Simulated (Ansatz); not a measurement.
Ga2O3, DFT, PBE, all-electron LAPW, scalar-relativistic (Ansatz 0.2.0), run on 2 threads of Intel(R) Xeon(R) 6975P-C (Granite Rapids) on a shared host.

The cell was built from the La2O3 type and relaxed in the same program, and has space group P-3m1; it needn't be a known or the stable phase.

Command: `ansatz run input.yaml --threads 2 --pin off --max-ram 5120MiB --backend cpu --events-out ev --progress --plain --runs-dir out`

```yaml
crystal:
  lattice:
    - [3.0246467642, 0.0, 0.0]
    - [-1.5123233821, 2.6194209353, 0.0]
    - [0.0, 0.0, 7.519440634]
  atoms:
    - { symbol: Ga, position: [0.3333333333, 0.6666666667, 0.1882836614] }
    - { symbol: Ga, position: [0.6666666667, 0.3333333333, 0.8117163386] }
    - { symbol: O, position: [0.0, 0.0, 0.0] }
    - { symbol: O, position: [0.3333333333, 0.6666666667, 0.7134511736] }
    - { symbol: O, position: [0.6666666667, 0.3333333333, 0.2865488264] }
kpoints:
  mp_grid: { grid: [11, 11, 7] }
  band_path:
    path:
      - [0.0, 0.0, 0.0]
      - [0.5, 0.0, 0.0]
      - [0.3333333333, 0.3333333333, 0.0]
      - [0.0, 0.0, 0.0]
      - [0.0, 0.0, 0.5]
      - [0.5, 0.0, 0.5]
      - [0.3333333333, 0.3333333333, 0.5]
      - [0.0, 0.0, 0.5]
      - [0.5, 0.0, 0.5]
    npoints: 14
scf:
  occupations: { method: fermi_dirac, width: 0.08 }
hamiltonian:
  xc: pbe
  pseudopotentials: { kind: all_electron, lapw: { basis_error: 0.001 } }
output:
  forces: true
  stress: true
  eigenvalues: true
  populations: true
  dos: { projected: true, de: 0.2, e_range: [-14, 8] }
```

(1) How large is the problem that the program sets up?

(2) Estimate the wall time and the peak memory.

(3) And the same cell and mesh by PAW with the default files, asked for forces, stress, eigenvalues, efg, populations, bader, dos, write_density, write_potential, elf and the same band path, on the same hardware?

(4) And the same cell and mesh by all-electron PAW (datasets made for this crystal), asked for forces, stress, eigenvalues, efg and the same band path, on the same hardware?

## Answers

(1) 94 irreducible k-points, 1371 plane waves at Γ, 40 bands.

(2) 54 s of wall time for 10 SCF iterations, with a peak of 1 GiB. Times on shared machines scatter by tens of per cent.

(3) 22 s, peak memory 0.5 GiB.

(4) 28 s, peak memory 1.2 GiB.
